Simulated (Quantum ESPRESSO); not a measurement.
N:

```xyz
8
Lattice="5.5605 0.0000 0.0000 0.0000 5.5605 0.0000 0.0000 0.0000 5.5605" Properties=species:S:1:pos:R:3 pbc="T T T"
N     0.3192    2.4611    3.0994
N     2.4611    3.0994    0.3192
N     3.0994    0.3192    2.4611
N     5.2414    5.2414    5.2414
N     5.2414    3.0994    2.4611
N     3.0994    2.4611    5.2414
N     2.4611    5.2414    3.0994
N     0.3192    0.3192    0.3192
```

Base run:

```yaml
Program: Quantum ESPRESSO 7.5
Functional: PBE
Potentials_or_basis: SSSP 1.3 efficiency PBE
Cutoff: 816 eV
Density_cutoff: 6531 eV
k_mesh: 5 × 5 × 5
Occupations: fermi-dirac, width 0.05 eV
Spin: no spin polarisation
```

Its results: band gap on the k mesh 7.25 eV, indirect (least direct gap 7.27 eV); pressure 0.3 GPa; largest force 0.183 eV/Å.

Q: The run is repeated on the same cell with these changes: functional from PBE to r2SCAN; potentials or basis from SSSP 1.3 efficiency PBE to SG15 PBE 1.2; cutoff from 816 eV to 1197 eV; density cutoff from 6531 eV to 4789 eV. What comes out?

A: Band gap on the k mesh 7.98 eV, indirect (least direct gap 8.01 eV); pressure -2.2 GPa; largest force 1.757 eV/Å.

Caveats: an odd mesh through Γ misses points on the zone boundary, where band edges often lie (some runs); the potentials were made for another functional, which shifts forces and pressure (some runs).
